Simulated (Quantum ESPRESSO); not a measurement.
# Au under changes of volume

One of the cells (19.549 Å³/atom); the others are scaled copies at fixed shape and fractional positions:

```
CELL_PARAMETERS angstrom
2.81549 0.00000 0.00000
-0.01296 2.82018 0.00000
-1.13789 -1.18541 4.92401
ATOMIC_POSITIONS crystal
Au 0.67286 0.66596 0.27405
Au 0.32714 0.33404 0.72594
```

This isn't the form of Au at room conditions, which is fcc.

```yaml
Program: Quantum ESPRESSO 7.5
Functional: PBEsol
Potentials_or_basis: GBRV 1.5 PBEsol
Cutoff: 612 eV
Density_cutoff: 4898 eV
k_mesh: 10 × 10 × 6
Occupations: fermi-dirac, width 0.05 eV
Spin: no spin polarisation
```

| volume (Å³/atom) | energy over the lowest point (meV/atom) | pressure (GPa) | largest force (eV/Å) |
| --- | --- | --- | --- |
| 18.376 | 0.00 | -0.6 | 0.079 |
| 18.767 | 4.89 | -3.5 | 0.096 |
| 19.158 | 16.51 | -6.1 | 0.115 |
| 19.549 | 33.92 | -8.3 | 0.135 |
| 19.940 | 56.28 | -10.1 | 0.153 |
| 20.331 | 82.87 | -11.8 | 0.169 |
| 20.722 | ? | ? | ? |

Problem. What does the run at 20.722 Å³/atom give?

Solution. Energy over the lowest point 113.10 meV/atom; pressure -13.1 GPa; largest force 0.183 eV/Å.

Worked out: A Birch-Murnaghan fit of order 3 (a polynomial in V^(-2/3)) to the other rows has its minimum at 18.32 Å³/atom, just outside them, with B0 = V·E''(V) = 153 GPa and B' = 6.0 at fixed shape and positions, which overstates the stiffness. It gives 113.06 meV/atom at 20.722 Å³/atom, against the run's 113.10, and -dE/dV = -13.0 GPa, against -13.1.

Energies are extrapolated to zero smearing.
